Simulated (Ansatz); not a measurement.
AlCo3:

```
Co Al
1.0
     3.57495    0.00000    0.00000
     0.00000    3.57495    0.00000
     0.00000    0.00000    3.57495
Co Al
3 1
Direct
  0.00000 0.50000 0.50000
  0.50000 0.00000 0.50000
  0.50000 0.50000 0.00000
  0.00000 0.00000 0.00000
```

The cell comes from a database or a generator and needn't be the stable form of this composition.

Program: Ansatz 0.2.0. Alike in all runs: task band structure; potentials or basis Ansatz PAW; spin collinear, ferromagnetic start; cell as given; k mesh 4 × 4 × 4; smearing fermi-dirac 0.05 eV; the mesh is coarse, so values aren't converged.

Task: Order these runs on this cell by their pressure, lowest first.
A. level LDA; cutoff (eV) 420
B. level PBEsol; cutoff (eV) 420
C. level r2SCAN; cutoff (eV) 500

Result: A (-14.3 GPa), B (-7.6 GPa), C (1.4 GPa).

Caveats: all runs use coarse meshes; the PAW data sets come from PBE, with cores solved anew for the run's functional, which leaves a small shift of forces and pressure; the magnetic or orbital state may not be the lowest (some runs).
